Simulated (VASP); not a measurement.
Input of a VASP 6.6.1 run:

INCAR

```
SYSTEM = ZrB2
PREC = Accurate
ENCUT = 600
EDIFF = 1E-7
ISMEAR = -1
SIGMA = 0.05
LREAL = .False.
LASPH = .True.
NELM = 100
ALGO = Normal
ISIF = 3
LWAVE = .False.
LCHARG = .False.
GGA = PE
IBRION = 2
NSW = 100
EDIFFG = -0.005
```

The input KPOINTS:

```
Automatic mesh
0
Gamma
  12 12 9
  0 0 0
```

POSCAR

```
ZrB2
1.0
    3.2117153101      0.0000000000      0.0000000000
   -1.6058576551      2.7814270483      0.0000000000
    0.0000000000      0.0000000000      3.5794921737
Zr B
1 2
Direct
    0.0000000000      0.0000000000      0.0000000000
    0.3333333333      0.6666666667      0.5000000000
    0.6666666667      0.3333333333      0.5000000000
```

Potentials or basis: VASP PAW PBE potentials, release 64 (Zr_sv, B).

The run is started by

```console
$ cat potpaw_PBE.64/Zr_sv/POTCAR potpaw_PBE.64/B/POTCAR > POTCAR
$ mpirun -np 1 vasp_std > vasp.out
```

Predict the space group after relaxing (to 0.05 Å).

P6/mmm (No. 191).

Estimate the relaxed cell.

a = 3.171 Å, b = 3.171 Å, c = 3.544 Å, α = 90.00°, β = 90.00°, γ = 120.00°.

Estimate the band gap on the k mesh.

none (metal or under the smearing width).

Final structure:
```
CELL_PARAMETERS angstrom
3.17127 0.00000 0.00000
-1.58563 2.74640 0.00000
0.00000 0.00000 3.54393
ATOMIC_POSITIONS crystal
Zr 0.00000 0.00000 0.00000
B 0.33333 0.66667 0.50000
B 0.66667 0.33333 0.50000
```
